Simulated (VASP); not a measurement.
# Ag (P6/mmm) in VASP: single point with PBE

Aim: the single point of Ag with PBE.

All numbers are computed with VASP 6.6.1; they aren't measurements. Logs are shortened: lines on timing, memory, paths and dates and some standing lists are left out, and cuts for length are marked.

## (1) The cell of the first run

Symmetry: P6/mmm, No. 191, hexagonal system. Conventional cell: a = 5.537 Å, b = 5.537 Å, c = 2.803 Å, α = 90.00°, β = 90.00°, γ = 120.00°. Ag (site symmetry mmm) has 10 Ag at 2.77 to 3.10 Å as nearest neighbours. Ag (site symmetry 6/mmm) has 14 Ag at 2.80 to 3.10 Å as nearest neighbours.

The cell was built by a generator and needn't be a form met in nature.

## (2) Single point, PBE (random cell by space group and Wyckoff sites (P6/mmm, No. 191))

Contents of INCAR:

```
ALGO = Fast ; EDIFF = 1E-7
ENCUT = 520 ; GGA = PE
ISIF = 2 ; ISMEAR = 0
LASPH = T ; LCHARG = F
LREAL = F ; LWAVE = F
NBANDS = 30 ; NELM = 100
PREC = Accurate ; SIGMA = 0.1
```

Contents of KPOINTS:

```
k-points
0
Gamma
  12 12 16
```

Contents of POSCAR:

```
Ag
1.0
    5.5374432610      0.0000000000      0.0000000000
   -2.7687216305      4.7955665361      0.0000000000
    0.0000000000      0.0000000000      2.8031899559
Ag
4
Direct
    0.5000000000      0.0000000000      0.0000000000
    0.0000000000      0.5000000000      0.0000000000
    0.5000000000      0.5000000000      0.0000000000
    0.0000000000      0.0000000000      0.5000000000
```

Potentials or basis: VASP PAW PBE potentials, release 64 (Ag).

Launch:

```
$ cat potpaw_PBE.64/Ag/POTCAR > POTCAR
$ mpirun -np 1 vasp_std > vasp.out
```

OUTCAR:

```text
EDIFF = 1E-7
   ENCUT = 520
   GGA = PE
   ISIF = 2
   ISMEAR = 0
   LASPH = T
   LREAL = F
   NELM = 100
   PREC = Accurate

 ion  position               nearest neighbor table
   1  0.500  0.000  0.000-   2 2.77   3 2.77   3 2.77   2 2.77   4 3.10   4 3.10   4 3.10   4 3.10

   2  0.000  0.500  0.000-   3 2.77   3 2.77   1 2.77   1 2.77   4 3.10   4 3.10   4 3.10   4 3.10

   3  0.500  0.500  0.000-   2 2.77   2 2.77   1 2.77   1 2.77   4 3.10   4 3.10   4 3.10   4 3.10

   4  0.000  0.000  0.500-   1 3.10   1 3.10   1 3.10   1 3.10   2 3.10   3 3.10   2 3.10   2 3.10
                             3 3.10   2 3.10   3 3.10   3 3.10

  LATTYP: Found a hexagonal cell.
 ALAT       =     5.5374432610
 C/A-ratio  =     0.5062245921

  Lattice vectors:

 A1 = (   5.5374432610,   0.0000000000,   0.0000000000)
 A2 = (  -2.7687216305,   4.7955665361,   0.0000000000)
 A3 = (   0.0000000000,   0.0000000000,   2.8031899559)

Analysis of symmetry for initial positions (statically):
=====================================================================
 Subroutine PRICEL returns:
 Original cell was already a primitive cell.

 Routine SETGRP: Setting up the symmetry group for a
 hexagonal supercell.

 Subroutine GETGRP returns: Found 24 space group operations
 (whereof 24 operations were pure point group operations)
 out of a pool of 24 trial point group operations.

The static configuration has the point symmetry D_6h.

Analysis of symmetry for dynamics (positions and initial velocities):
=====================================================================
 Subroutine PRICEL returns:
 Original cell was already a primitive cell.

 Routine SETGRP: Setting up the symmetry group for a
 hexagonal supercell.

 Subroutine GETGRP returns: Found 24 space group operations
 (whereof 24 operations were pure point group operations)
 out of a pool of 24 trial point group operations.

The dynamic configuration has the point symmetry D_6h.

 Subroutine INISYM returns: Found 24 space group operations
 (whereof 24 operations are pure point group operations),
 and found     1 'primitive' translations

----------------------------------------------------------------------------------------

                                     Primitive cell

  volume of cell :      74.4392

  direct lattice vectors                    reciprocal lattice vectors
     5.537443261  0.000000000  0.000000000     0.180588758  0.104262968  0.000000000
    -2.768721630  4.795566536  0.000000000     0.000000000  0.208525936  0.000000000
     0.000000000  0.000000000  2.803189956     0.000000000  0.000000000  0.356736438

  length of vectors
     5.537443261  5.537443261  2.803189956     0.208525936  0.208525936  0.356736438

  position of ions in fractional coordinates (direct lattice)
     0.500000000  0.000000000  0.000000000
     1.000000000  0.500000000  0.000000000
     0.500000000  0.500000000  0.000000000
     0.000000000  0.000000000  0.500000000

  ion indices of the primitive-cell ions
   primitive index   ion index
                 1           1
                 2           2
                 3           3
                 4           4

----------------------------------------------------------------------------------------

 KPOINTS: k-points

Automatic generation of k-mesh.
 Grid dimensions read from file:
 generate k-points for:   12   12   16

 Generating k-lattice:

  Cartesian coordinates                     Fractional coordinates (reciprocal lattice)
     0.015049063  0.008688581  0.000000000     0.083333333  0.000000000  0.000000000
     0.000000000  0.017377161  0.000000000     0.000000000  0.083333333  0.000000000
     0.000000000  0.000000000  0.022296027     0.000000000  0.000000000  0.062500000

  Length of vectors
     0.017377161  0.017377161  0.022296027

  Shift w.r.t. Gamma in fractional coordinates (k-lattice)
     0.000000000  0.000000000  0.000000000

 Subroutine IBZKPT returns following result:
 ===========================================

 Found    171 irreducible k-points:

 Following reciprocal coordinates:
            Coordinates               Weight
  0.000000  0.000000  0.000000      1.000000
  0.083333 -0.000000  0.000000      6.000000
  0.166667  0.000000  0.000000      6.000000
  0.250000 -0.000000  0.000000      6.000000
  0.333333  0.000000  0.000000      6.000000
  0.416667  0.000000  0.000000      6.000000
[... 16 lines left out ...]
  0.250000 -0.000000  0.062500     12.000000
  0.333333  0.000000  0.062500     12.000000
 [... further k-points ...]
   k-points           NKPTS =    171   k-points in BZ     NKDIM =    171   number of bands    NBANDS=     30
   number of dos      NEDOS =    301   number of ions     NIONS =      4
   total plane-waves  NPLWV =  42336
   dimension x,y,z NGX =    42 NGY =   42 NGZ =   24
   dimension x,y,z NGXF=    84 NGYF=   84 NGZF=   48
   ions per type =               4
   NGX,Y,Z   is equivalent  to a cutoff of  12.61, 12.61, 14.23 a.u.
   NGXF,Y,Z  is equivalent  to a cutoff of  25.22, 25.22, 28.47 a.u.
 SYSTEM =  unknown system
   PREC   = accura    normal or accurate (medium, high low for compatibility)
   ISTART =      0    job   : 0-new  1-cont  2-samecut
   ICHARG =      2    charge: 1-file 2-atom 10-const
   ISPIN  =      1    spin polarized calculation?
   LNONCOLLINEAR =      F non collinear calculations
   LSORBIT =      F    spin-orbit coupling
   LASPH  =      T    aspherical Exc in radial PAW
   ENCUT  =  520.0 eV  38.22 Ry    6.18 a.u.  10.30 10.30  5.21*2*pi/ulx,y,z
   NELM   =    100;   NELMIN=  2; NELMDL= -5     # of ELM steps
   EDIFF  = 0.1E-06   stopping-criterion for ELM
   LREAL  =      F    real-space projection
   EDIFFG = 0.1E-05   stopping-criterion for IOM
   NSW    =      0    number of steps for IOM
   IBRION =     -1    ionic relax: 0-MD 1-quasi-New 2-CG
   NFREE  =      0    steps in history (QN), initial steepest desc. (CG)
   ISIF   =      2    stress and relaxation
   ISYM   =      2    0-nonsym 1-usesym 2-fastsym
   POTIM  = 0.5000    time-step for ionic-motion
   TEBEG  =    0.0;   TEEND  =   0.0 temperature during run
   PSTRESS=    0.0 pullay stress
   NELECT =      44.0000    total number of electrons
   NUPDOWN=      -1.0000    fix difference up-down
   EMIN   =  10.00;   EMAX   =-10.00  energy-range for DOS
   EFERMI =   0.00;   METHOD = LEGACY
   ISMEAR =     0;   SIGMA  =   0.10  broadening in eV -4-tet -1-fermi 0-gaus
   EFERMI_NEDOS =   21; number of points for ismear=-14 and -15
   IALGO  =     68    algorithm
   IMIX   =      4    mixing-type and parameters
     AMIX     =   0.40;   BMIX     =  1.00
     AMIX_MAG =   1.60;   BMIX_MAG =  1.00
  volume/ion in A,a.u.               =      18.61       125.59
  Fermi-wavevector in a.u.,A,eV,Ry     =   1.373911  2.596315 25.682770  1.887630
  Thomas-Fermi vector in A             =   2.499385
   LORBIT       =      0    0 simple, 1 ext, 2 COOP (PROOUT), +10 PAW based schemes
   GGA     = PE    functional components
   LHFCALC =     F    Hartree Fock is set to
   AEXX    =    0.0000 exact exchange contribution
   IVDW    =     0    specifies the selected vdW correction
   LEPSILON=     F    determine dielectric tensor
   LRPA    =     F    only Hartree local field effects (RPA)
 non-spin polarized calculation
 RMM-DIIS sequential band-by-band and
 Gauss-broadening in eV      SIGMA  =   0.10
  energy-cutoff  :      520.00
  volume of cell :       74.44
 maximum number of plane-waves:      2057
 NGX is ok and might be reduce to    42
   NGX = 21   NGY = 21   NGZ = 11

 number of electron      43.9999991 magnetization

 Free energy of the ion-electron system (eV)
  ---------------------------------------------------
  ext. energy  EPLUGINS =         0.00000000
  ---------------------------------------------------
  free energy    TOTEN  =       -10.45256295 eV

  energy without entropy =      -10.44642574  energy(sigma->0) =      -10.44949435

 E-fermi :   7.3281     XC(G=0): -11.6723

 val. band max:        7.2965344633   @ k =   0.5000  -0.0000   0.4375
 cond. band min:       7.3364392133   @ k =   0.5000  -0.0000   0.0625
 fundamental gap:      0.0399047500
 Fermi energy:         7.3281115782

 k-point     1 :       0.0000    0.0000    0.0000
  band No.  band energies     occupation
      1       0.1199      2.00000
      2       1.0106      2.00000
      3       1.3283      2.00000
      4       1.4145      2.00000
      5       1.4145      2.00000
      6       2.0113      2.00000
[... 22 lines left out ...]
     29      20.0463      0.00000
     30      20.0463      0.00000

 k-point     2 :       0.0833   -0.0000    0.0000
  band No.  band energies     occupation
      1       0.1731      2.00000
      2       1.0400      2.00000
      3       1.3409      2.00000
      4       1.4320      2.00000
      5       1.4492      2.00000
      6       2.0024      2.00000
[... 22 lines left out ...]
     29      19.7395      0.00000
     30      19.7444      0.00000

 k-point     3 :       0.1667    0.0000    0.0000
  band No.  band energies     occupation
      1       0.3298      2.00000
      2       1.1238      2.00000
      3       1.3770      2.00000
      4       1.4856      2.00000
      5       1.5521      2.00000
      6       1.9754      2.00000
[... 22 lines left out ...]
     29      18.9318      0.00000
     30      19.9895      0.00000

 k-point     4 :       0.2500   -0.0000    0.0000
  band No.  band energies     occupation
      1       0.5780      2.00000
      2       1.2456      2.00000
      3       1.4334      2.00000
      4       1.5789      2.00000
      5       1.7184      2.00000
      6       1.9316      2.00000
[... 616 lines left out ...]
     29      19.0453      0.00000
     30      19.2021      0.00000

 k-point    23 :       0.2500   -0.0000    0.0625
  band No.  band energies     occupation
      1       0.6550      2.00000
      2       1.2753      2.00000
      3       1.5004      2.00000
      4       1.6034      2.00000
      5       1.7403      2.00000
      6       1.9994      2.00000
[... 22 lines left out ...]
     29      17.9980      0.00000
     30      19.5635      0.00000

 k-point    24 :       0.3333    0.0000    0.0625
  band No.  band energies     occupation
      1       0.9626      2.00000
      2       1.4010      2.00000
      3       1.5743      2.00000
      4       1.7401      2.00000
      5       1.9430      2.00000
      6       1.9560      2.00000
[... 22 lines left out ...]
     29      16.8884      0.00000
     30      20.0430      0.00000

 [... further k-points ...]

------------------------ aborting loop because EDIFF is reached ----------------------------------------

  FORCE on cell =-STRESS in cart. coord.  units (eV):
  Direction    XX          YY          ZZ          XY          YZ          ZX
  --------------------------------------------------------------------------------------
  -------------------------------------------------------------------------------------
  Total       -0.0474358     -0.0474358     -0.0677415      0.0000000      0.0000000     -0.0000000
  in kB       -1.0209741     -1.0209741     -1.4580195      0.0000000      0.0000000     -0.0000000
  external PRESSURE =      -1.1666559 kB  Pullay stress =       0.0000000 kB

 VOLUME and BASIS-vectors are now :
 -----------------------------------------------------------------------------
  energy-cutoff  :      520.00
  volume of cell :       74.44
      direct lattice vectors                 reciprocal lattice vectors
     5.537443261  0.000000000  0.000000000     0.180588758  0.104262968  0.000000000
    -2.768721630  4.795566536  0.000000000     0.000000000  0.208525936  0.000000000
     0.000000000  0.000000000  2.803189956     0.000000000  0.000000000  0.356736438

 POSITION                                       TOTAL-FORCE (eV/Angst)
 -----------------------------------------------------------------------------------
      2.76872      0.00000      0.00000        -0.000000      0.000000      0.000000
     -1.38436      2.39778      0.00000         0.000000      0.000000      0.000000
      1.38436      2.39778      0.00000        -0.000000      0.000000      0.000000
      0.00000      0.00000      1.40159         0.000000      0.000000      0.000000
 -----------------------------------------------------------------------------------
    total drift:                                0.000000      0.000000     -0.000000

  FREE ENERGIE OF THE ION-ELECTRON SYSTEM (eV)
  ---------------------------------------------------
  free  energy   TOTEN  =       -10.4525629506 eV

  energy  without entropy=      -10.4464257448  energy(sigma->0) =      -10.44949435
```

Wall time 5.2 min (1 thread of Intel Xeon Platinum 8259CL at 2.50GHz (Skylake/Cascade Lake), shared host); peak memory 0.4 GiB.

Results:

```yaml
Free_energy: -10.4526 eV
Pressure: -0.1 GPa
Band_gap_on_the_k_mesh: none (metal or under the smearing width)
```

Levels at points of the mesh, in eV from the Fermi level:
```tsv
k point	band 20	band 21	band 22	band 23	band 24	band 25
(0.00, 0.00, 0.00)	-2.93	-2.52	-0.08	-0.08	-0.06	3.17
(0.50, 0.00, 0.00)	-3.42	-3.08	-3.04	-0.07	0.16	6.84
(0.00, 0.00, 0.50)	-2.36	-0.51	0.46	4.11	5.37	5.37
(0.50, 0.00, 0.50)	-2.38	0.69	0.72	2.32	2.33	3.66
```
